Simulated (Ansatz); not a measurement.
# GaN (P6_3mc) in Ansatz: a series of runs

The runs below take GaN through band structure, with HSE06, r2SCAN50.

Everything below comes from runs of Ansatz 0.2.0. Logs are shortened: lines on timing, memory, paths and dates and some standing lists are left out, and cuts for length are marked.

## (1) Starting point

It takes space group P6_3mc (No. 186, hexagonal). Conventional cell: a = 3.180 Å, b = 3.180 Å, c = 5.166 Å, α = 90.00°, β = 90.00°, γ = 120.00°. Around Ga (site symmetry 3m) lie 4 N at 1.94 to 1.95 Å. N (site symmetry 3m) is surrounded by 4 Ga at 1.94 to 1.95 Å.

## (2) Band structure, HSE06

Input file input.yaml:

```yaml
crystal:
  lattice:
    - [3.18, 0.0, 0.0]
    - [-1.59, 2.753960784, 0.0]
    - [0.0, 0.0, 5.166]
  atoms:
    - { symbol: Ga, position: [0.6666666667, 0.3333333333, 0.5] }
    - { symbol: Ga, position: [0.3333333333, 0.6666666667, 0.0] }
    - { symbol: "N", position: [0.6666666667, 0.3333333333, 0.875] }
    - { symbol: "N", position: [0.3333333333, 0.6666666667, 0.375] }
hamiltonian:
  xc: hse06
  pseudopotentials: { kind: paw }
kpoints:
  mp_grid: { grid: [5, 5, 3] }
  band_path:
    path:
      - [[0.0, 0.0, 0.0], [0.5, 0.0, 0.0], [0.3333333333, 0.3333333333, 0.0], [0.0, 0.0, 0.0], [0.0, 0.0, 0.5], [0.5, 0.0, 0.5], [0.3333333333, 0.3333333333, 0.5], [0.0, 0.0, 0.5]]
      - [[0.5, 0.0, 0.5], [0.5, 0.0, 0.0]]
      - [[0.3333333333, 0.3333333333, 0.0], [0.3333333333, 0.3333333333, 0.5]]
    npoints: 4
scf:
  occupations: { method: fermi_dirac, width: 0.05 }
  n_extra_bands: 10
output:
  forces: true
  stress: true
  eigenvalues: true
  fatbands: false
```

Potentials or basis: Ansatz PAW.

Command:

```
> ansatz run input.yaml --threads 2 --pin off --max-ram 5632MiB --backend cpu --events-out ev --progress --plain --runs-dir out
```

The log of the run:

```text
Warning: output.stress: scf.convergence.dr2_threshold = 1e-7 eV (the SCF's general default) is looser than the 4e-10 eV advised for a printed stress (1e-10 eV for each atom of the cell: 4). What an SCF threshold leaves in a stress goes as its square root, and in the free energy as the threshold itself, and one threshold admits the most on a small cell: of the crystals measured, under no hybrid functional and no lock of the moments, on runs that ended without the residual-converged pass, on stresses that held no estimate of that error, the worst erred by over 100 MPa in a component at 1e-7 eV an atom and by under 5 at 1e-10. Set scf.convergence.dr2_threshold to 4e-10 eV or tighter. The threshold is an SCF's pass mark: one that does not reach it within its budget of iterations ends unconverged, or closes short of it on a stop that the run arms, and scf.convergence.dr2_threshold's page says what that costs each kind of run
Warning: output.stress: scf.exx.energy_threshold = 1e-6 eV is looser than the 4e-8 eV advised for a stress under a hybrid functional (1e-8 eV for each atom of the cell: 4). Every SCF of the exchange loop can meet its threshold on dr2 while the loop round them stops early: no threshold on dr2 bounds what that leaves in the stress. Set scf.exx.energy_threshold to 4e-8 eV or tighter. The threshold is the loop's pass mark: a loop that does not reach it within its budget of cycles ends unconverged, and scf.exx.energy_threshold's page has the law
Warning: RAYON_NUM_THREADS=2 ignored (pool sized by the plan → 2); use --threads N
scf.n_extra_bands = 10 over 18 filled bands (N_el = 36.0): the run solves 28 bands
Engine: ansatz 0.2.0, x86_64-unknown-linux-gnu
Pseudopotentials: kind: paw
Pseudopotential: Ga, paw, valence charge 13, recommended cutoff 420 eV (normal), Ga.paw.azcp
Pseudopotential: N, paw, valence charge 5, recommended cutoff 420 eV (normal), N.paw.azcp
Functional definition: HSE06
  parameter a = 0.25
  parameter omega = 0.11/bohr
  exchange = pbe_x - a*pbe_x_sr(omega) + a*exact_x_sr(omega)
  correlation = pbe_c
Crystal: 4 atoms, lattice volume = 45.242 Å³
Basis set: ecut = 420 eV, 881 PW (Γ), exchange–correlation on 48×48×72 points (8 copies of the dense FFT grid, shifted against one another)
Bands: 28, of which v1, the nominal top of the filled ones, is band 18 counted from 1 (17 counted from 0)
Symmetry: 12 space group operations
Space group: P63mc (ITA 186), of the structure as read, at distance tolerance 3.6e-5 Å
k-points: 10 of 75 (time reversal used)
Non-local potential: Ga, projectors of the file, l = 0: 2, l = 1: 2, l = 2: 3, l = 3: 1
Non-local potential: N, projectors of the file, l = 0: 2, l = 1: 2, l = 2: 1
PAW form: soft (Blöchl's): semilocal exchange-correlation on the pseudo side does not see the compensation charge
PAW frozen core: Ga, regenerated for the run's functional, and the local potential with it (the file was generated under x = pbe(κ = 0.804, μ = 0.2195149727645171), c = pbe(β = 0.06672455060314922))
PAW frozen core: N, regenerated for the run's functional, and the local potential with it (the file was generated under x = pbe(κ = 0.804, μ = 0.2195149727645171), c = pbe(β = 0.06672455060314922))
PAW one-centre angular grid: Ga, 590 points (default); XC on 64 Gauss nodes
PAW one-centre angular grid: N, 110 points (default); XC on 64 Gauss nodes
Initial density: superposition of atomic densities (neutral atoms: chi_scale 0, normalization atom), corrected by the library's trained network
Initial wavefunctions: pseudopotential atomic-orbital guess
Functional: x = pbe(κ = 0.804, μ = 0.2195149727645171), c = pbe(β = 0.06672455060314922), warm-up for x = pbe(κ = 0.804, μ = 0.2195149727645171) + 0.25 (exact − pbe) at short range (hse, ω = 0.20786987370883472 Å⁻¹), c = pbe(β = 0.06672455060314922); HSE06 as pw.x's `hse` composes it (authors' and Libxc's form: `xc: wpbeh`)
SCF iter   1: F=—  HF=-8335.785814 eV  |F-HF|=—  |Δ(HF+E_count)|=         —  Δρ=8.57e-4  dr2=1.22e-4  ethr=1.77e-3  ⟨swp⟩=2.0  Hψ=1817  notcnv=0
preconditioner: auto → none  [insulator: Δε(μ)=1.958 eV  Ē_g=20.138 eV  σ=0.050 eV  W_gap=1.00  n_scr=22 (ndim 8)  ℏωp=33.1 eV  f_vac=0.008  D(μ)=0.00/eV (n_scr^D=0)]
SCF iter   2: F=-8335.786166 eV  HF=-8335.786063 eV  |F-HF|=1.04e-4  |Δ(HF+E_count)|=   2.48e-4  Δρ=3.99e-4  dr2=2.73e-5  ethr=3.39e-7  ⟨swp⟩=4.3  Hψ=761  notcnv=0  defer=3
SCF 1 stopped early in 2 iterations: F = -8335.786166 eV  dr2 = 2.73e-5
Initial density: handed on by an earlier stage of this run
Initial wavefunctions: those handed on with the density
Functional: x = pbe(κ = 0.804, μ = 0.2195149727645171) + 0.25 (exact − pbe) at short range (hse, ω = 0.20786987370883472 Å⁻¹), c = pbe(β = 0.06672455060314922); HSE06 as pw.x's `hse` composes it (authors' and Libxc's form: `xc: wpbeh`)
Exchange kernel: α = 0.2500, screened, ω = 0.2079 Å⁻¹, Wigner–Seitz truncation, v(0) = 1030.3773 eV·Å³, q-mesh 5×5×3, nearest image of the exchange supercell L = 15.50 Å, pair-density grid 20×20×30, without the augmentation charges, whose exchange is taken in its separable form by FFT convolution over the k-point mesh (sized by the pseudopotential files, 20×20×36 at the most), smooth part of the exact exchange by density-matrix convolution
Frozen-core exchange: fock
SCF iter   1: F=—  HF=-8336.818708 eV  |F-HF|=—  |Δ(HF+E_count)|=         —  Δρ=1.77e-2  dr2=5.59e-2  ethr=7.58e-7  ⟨swp⟩=6.3  Hψ=1409  notcnv=0
preconditioner: auto → none  [insulator: Δε(μ)=3.193 eV  Ē_g=23.386 eV  σ=0.050 eV  W_gap=1.00  n_scr=22 (ndim 8)  ℏωp=33.1 eV  f_vac=0.008  D(μ)=0.00/eV (n_scr^D=0)]
SCF iter   2: F=—  HF=-8336.791587 eV  |F-HF|=—  |Δ(HF+E_count)|=   2.71e-2  Δρ=4.30e-3  dr2=5.65e-3  ethr=7.58e-7  ⟨swp⟩=4.1  Hψ=922  notcnv=0
SCF iter   3: F=—  HF=-8336.806269 eV  |F-HF|=—  |Δ(HF+E_count)|=   1.47e-2  Δρ=4.32e-3  dr2=3.03e-3  ethr=7.58e-7  ⟨swp⟩=4.0  Hψ=920  notcnv=0
SCF iter   4: F=—  HF=-8336.805834 eV  |F-HF|=—  |Δ(HF+E_count)|=   4.35e-4  Δρ=1.47e-3  dr2=5.03e-4  ethr=7.58e-7  ⟨swp⟩=3.2  Hψ=641  notcnv=0
SCF iter   5: F=—  HF=-8336.805838 eV  |F-HF|=—  |Δ(HF+E_count)|=   3.96e-6  Δρ=3.50e-4  dr2=6.85e-5  ethr=7.58e-7  ⟨swp⟩=3.0  Hψ=513  notcnv=0
SCF iter   6: F=—  HF=-8336.806097 eV  |F-HF|=—  |Δ(HF+E_count)|=   2.59e-4  Δρ=2.53e-4  dr2=1.17e-5  ethr=1.35e-7  ⟨swp⟩=4.1  Hψ=724  notcnv=0
iter 7 solved again at ethr=3.80e-10 eV; its pass at ethr=3.12e-8 eV (dr2=1.37e-7 eV) is discarded
SCF iter   7: F=-8336.806087 eV  HF=-8336.806087 eV  |F-HF|=1.96e-7  |Δ(HF+E_count)|=   9.30e-6  Δρ=2.77e-5  dr2=6.24e-7  ethr=3.80e-10  ⟨swp⟩=4.7  Hψ=1320  notcnv=0  defer=8
SCF 2 stopped early in 7 iterations: F = -8336.806087 eV  dr2 = 6.24e-7
  Residual-converged pass: ⟨swp⟩=2.9  Hψ=473  notcnv=0  max |occ|·‖R‖ = 6.3e-6 eV (tolerance 6.7e-6 eV)  dr2=6.24e-7  dr2_onsite=4.13e-8  max |Δocc| = 1.4e-21
hybrid outer 1: dexx = +1.700e-2 eV, tail = 5.22e-5 eV
Exchange kernel: α = 0.2500, screened, ω = 0.2079 Å⁻¹, Wigner–Seitz truncation, v(0) = 1030.3773 eV·Å³, q-mesh 5×5×3, nearest image of the exchange supercell L = 15.50 Å, pair-density grid 20×20×30, without the augmentation charges, whose exchange is taken in its separable form by FFT convolution over the k-point mesh (sized by the pseudopotential files, 20×20×36 at the most), smooth part of the exact exchange by density-matrix convolution
Frozen-core exchange: fock
SCF iter   1: F=—  HF=-8336.805560 eV  |F-HF|=—  |Δ(HF+E_count)|=         —  Δρ=9.47e-5  dr2=3.84e-6  ethr=7.24e-7  ⟨swp⟩=4.0  Hψ=654  notcnv=0
preconditioner: auto → none  [insulator: Δε(μ)=3.239 eV  Ē_g=23.214 eV  σ=0.050 eV  W_gap=1.00  n_scr=22 (ndim 8)  ℏωp=33.1 eV  f_vac=0.011  D(μ)=0.00/eV (n_scr^D=0)]
SCF iter   2: F=—  HF=-8336.805560 eV  |F-HF|=—  |Δ(HF+E_count)|=   1.41e-7  Δρ=1.20e-5  dr2=1.27e-7  ethr=9.78e-9  ⟨swp⟩=4.0  Hψ=629  notcnv=0
SCF iter   3: F=—  HF=-8336.805561 eV  |F-HF|=—  |Δ(HF+E_count)|=   7.19e-7  Δρ=1.16e-5  dr2=4.57e-8  ethr=1.27e-10  ⟨swp⟩=4.1  Hψ=851  notcnv=0  defer=1
SCF iter   4: F=—  HF=-8336.805561 eV  |F-HF|=—  |Δ(HF+E_count)|=   7.92e-9  Δρ=1.06e-6  dr2=1.20e-9  ethr=1.21e-10  ⟨swp⟩=3.1  Hψ=504  notcnv=0  defer=1
SCF iter   5: F=-8336.805561 eV  HF=-8336.805561 eV  |F-HF|=3.64e-10  |Δ(HF+E_count)|=   7.45e-9  Δρ=9.63e-7  dr2=4.76e-10  ethr=1.00e-12  ⟨swp⟩=4.0  Hψ=785  notcnv=0
SCF 3 converged in 5 iterations: F = -8336.805561 eV  dr2 = 4.76e-10
  Residual-converged pass: ⟨swp⟩=2.0  Hψ=388  notcnv=0  max |occ|·‖R‖ = 5.8e-7 eV (tolerance 6.3e-7 eV)  dr2=4.76e-10  dr2_onsite=3.34e-11  max |Δocc| = 4.9e-23
hybrid outer 2: dexx = +7.070e-7 eV, tail = 2.37e-8 eV, Δε = 3.26e-3 eV (about 8.09e-5 eV left of the loop's levels), ΔF = 3.50e-4 eV/Å (tail 1.23e-4)
NSCF: frozen V_eff on 39 k-points
hybrid SCF converged: 2 outer / 12 inner (+2 warm-up), last move |dexx| = 7.07e-7 eV, tail = 2.37e-8 eV
Stability not checked: this state was not tested for a lower state beside it, because the functional holds exact exchange (a hybrid, or Hartree-Fock), whose exchange loop this test does not read (fock_operator; see scf.lower_state_search)
Free energy (F): -8336.805561 eV
Frozen-core exchange: fock
Harris-Foulkes:  -8336.805561 eV  (|F-HF|=3.64e-10)
Internal energy: -8336.805561 eV  (E = F + TS)
E sigma→0 (E₀):  -8336.805561 eV
Fermi energy:    10.662090 eV
--- Per-component energies (eV) ---
  E_band       = -87.498027
  E_kinetic    = 494.413639
  E_local      = -3896.029535  (includes V_loc(G=0)·N_el)
  E_nonlocal   = 949.786903
  E_hartree    = 1801.809970
  E_xc         = -207.364515
  E_vxc        = -214.601160  (∫ρ·V_xc dr)
  E_exx        = -124.114631  (= α·E_x^exact, valence–valence)
  E_paw        = -4171.660911  (= ΣΔE_a)
  E_vpaw       = -776.458197  (= ΣTr[D̂ρ^β])
  E_aug_tail   = 0.000048  (compensation charges beyond the density's cutoff)
  E_ewald      = -3183.826728
  E_core_change = 0.180199  (= ΣΔE_core)
  E_smearing   = -0.000000  (= −TS)
  E_closure    = -0.000000  (closes the sum)
  Σ components = -8336.805561   (vs F -8336.805561, Δ=0.00e0)
--- Forces (eV/Å), atoms counted from 1 ---
  atom   1  Ga    -0.00000000    -0.00000000    -0.15628049
  atom   2  Ga     0.00000000     0.00000000    -0.15628049
  atom   3  N      0.00000000    -0.00000000     0.15627163
  atom   4  N      0.00000000     0.00000000     0.15627163
  max |Σ_I F_I| component: 1.77e-5 eV/Å
--- Stress (GPa, compression-positive) ---
        0.517259       0.000000      -0.000000
       -0.000000       0.517259       0.000000
       -0.000000       0.000000       2.074113
  P = ⅓ Tr σ = 1.0362 GPa (10.362 kbar)
--- Band table (eV; the first three rows and the last of 10) ---
  k-point 0: bands = ["-8.5495", "-7.9511", "-6.6804", "-6.6591", "-6.6591", "-6.5969", "-6.5969", "-6.4039", "-6.4039", "-6.3120", "-6.3120", "-4.5978", "1.3685", "7.8734", "7.8734", "8.9650", "9.0211", "9.0211", "12.2606", "14.7593", "20.0387", "20.5264", "20.5264", "21.5133", "22.5179", "22.5179", "25.1397", "26.2131"]
  k-point 1: bands = ["-8.2874", "-7.9933", "-6.6507", "-6.6507", "-6.6193", "-6.6193", "-6.4933", "-6.3745", "-6.3745", "-6.3288", "-6.3288", "-5.5516", "3.2110", "6.6119", "8.1484", "8.1484", "8.7221", "8.7221", "13.9830", "14.9091", "19.3512", "19.7338", "20.6969", "20.6969", "21.6142", "21.6142", "26.1295", "27.7317"]
  k-point 2: bands = ["-8.2558", "-7.9064", "-6.6365", "-6.6163", "-6.5573", "-6.5313", "-6.4335", "-6.4234", "-6.3999", "-6.3347", "-6.3043", "-4.2902", "1.9711", "5.5293", "6.7361", "7.1347", "8.5057", "8.6615", "14.2044", "16.3751", "18.4030", "19.3381", "21.0532", "21.3185", "22.2158", "23.2600", "23.3501", "25.6918"]
  k-point 9: bands = ["-7.8679", "-7.8464", "-6.5816", "-6.5571", "-6.5306", "-6.4669", "-6.4106", "-6.3749", "-6.3511", "-6.3419", "-4.3602", "-4.0951", "2.1376", "2.6011", "4.6673", "5.8786", "6.6130", "7.3450", "15.7257", "16.9995", "18.2105", "18.4882", "19.8269", "20.2520", "23.2394", "24.1395", "25.5610", "26.8323"]
```

It took 6.2 min on 2 threads of Intel Xeon at 2.50GHz (Skylake/Cascade Lake), shared host; peak memory 0.81 GiB.

What came out:

```
Free energy             : -8336.8056 eV
Pressure                : 1.0 GPa
Largest force           : 0.156 eV/Å
Band gap on the k mesh  : 3.24 eV, direct
Band gap along the path : 3.24 eV, direct
```

Forces on the atoms (eV/Å):
```
Ga   0.000  0.000 -0.156
Ga   0.000  0.000 -0.156
N    0.000  0.000  0.156
N    0.000  0.000  0.156
```

Levels at the corners of the path, in eV from the valence-band top:
```csv
point,band 15,band 16,band 17,band 18,band 19,band 20,band 21,band 22
Γ,-1.15,-0.06,0.00,0.00,3.24,5.74,11.02,11.51
M,-4.58,-2.99,-2.41,-1.06,6.37,7.01,7.46,10.54
K,-5.68,-3.27,-3.27,-2.94,6.29,9.69,9.69,9.96
Γ,-1.15,-0.06,0.00,0.00,3.24,5.74,11.02,11.51
A,-0.59,-0.59,-0.59,-0.59,5.71,5.71,10.15,10.15
L,-2.11,-2.11,-2.06,-2.06,5.70,5.70,9.41,9.41
H,-4.54,-4.54,-1.61,-1.61,7.96,7.96,8.72,8.72
A,-0.59,-0.59,-0.59,-0.59,5.71,5.71,10.15,10.15
L,-2.11,-2.11,-2.06,-2.06,5.70,5.70,9.41,9.41
M,-4.58,-2.99,-2.41,-1.06,6.37,7.01,7.46,10.54
K,-5.68,-3.27,-3.27,-2.94,6.29,9.69,9.69,9.96
H,-4.54,-4.54,-1.61,-1.61,7.96,7.96,8.72,8.72
```

Caveat: the k mesh is coarse (spacing up to 0.46 Å⁻¹), so the values aren't converged, least of all with exact exchange; the pressure holds a Pulay correction of +0.5 GPa for the finite cutoff; the PAW data sets come from PBE, with cores solved anew for the run's functional, which leaves a small shift of forces and pressure; the thresholds are loose for stress.

## (3) Band structure, r2SCAN50

Changes to input.yaml since step 2:

```diff
@@ -11,3 +11,3 @@
 hamiltonian:
-  xc: hse06
+  xc: r2scan50
   pseudopotentials: { kind: paw }
@@ -29 +29,5 @@
   fatbands: false
+  write_density: true
+  write_potential: true
+  elf: true
+  volumetric_format: npy
```

Potentials or basis: Ansatz PAW.

Command:

```
> ansatz run input.yaml --threads 2 --pin off --max-ram 5632MiB --backend cpu --events-out ev --progress --plain --runs-dir out
```

Wall time 8.2 min (2 threads of Intel Xeon at 2.50GHz (Skylake/Cascade Lake), shared host); peak memory 0.97 GiB.

Results (log left out):

```
Free energy             : -8347.5173 eV
Pressure                : -5.9 GPa
Largest force           : 0.175 eV/Å
Band gap on the k mesh  : 6.18 eV, direct
Band gap along the path : 6.18 eV, direct
```

Forces on the atoms (eV/Å):
```
Ga   0.000  0.000 -0.175
Ga   0.000  0.000 -0.175
N    0.000  0.000  0.175
N    0.000  0.000  0.175
```

Stress tensor (GPa, compression positive):
```
-6.34  0.00  0.00
 0.00 -6.34  0.00
 0.00  0.00 -5.17
```

Levels at the corners of the path, in eV from the valence-band top:
| point | band 16 | band 17 | band 18 | band 19 | band 20 | band 21 |
| --- | --- | --- | --- | --- | --- | --- |
| Γ | -0.05 | 0.00 | 0.00 | 6.18 | 8.90 | 14.55 |
| M | -3.23 | -2.57 | -1.14 | 9.35 | 10.06 | 10.62 |
| K | -3.52 | -3.52 | -3.21 | 9.10 | 13.22 | 13.29 |
| Γ | -0.05 | 0.00 | 0.00 | 6.18 | 8.90 | 14.55 |
| A | -0.64 | -0.64 | -0.64 | 8.83 | 8.83 | 13.54 |
| L | -2.28 | -2.22 | -2.22 | 8.65 | 8.65 | 12.70 |
| H | -4.92 | -1.72 | -1.72 | 11.15 | 11.15 | 11.81 |
| A | -0.64 | -0.64 | -0.64 | 8.83 | 8.83 | 13.54 |
| L | -2.28 | -2.22 | -2.22 | 8.65 | 8.65 | 12.70 |
| M | -3.23 | -2.57 | -1.14 | 9.35 | 10.06 | 10.62 |
| K | -3.52 | -3.52 | -3.21 | 9.10 | 13.22 | 13.29 |
| H | -4.92 | -1.72 | -1.72 | 11.15 | 11.15 | 11.81 |

Caveat: the k mesh is coarse (spacing up to 0.46 Å⁻¹), so the values aren't converged, least of all with exact exchange; the PAW data sets come from PBE, with cores solved anew for the run's functional, which leaves a small shift of forces and pressure; the thresholds are loose for stress.
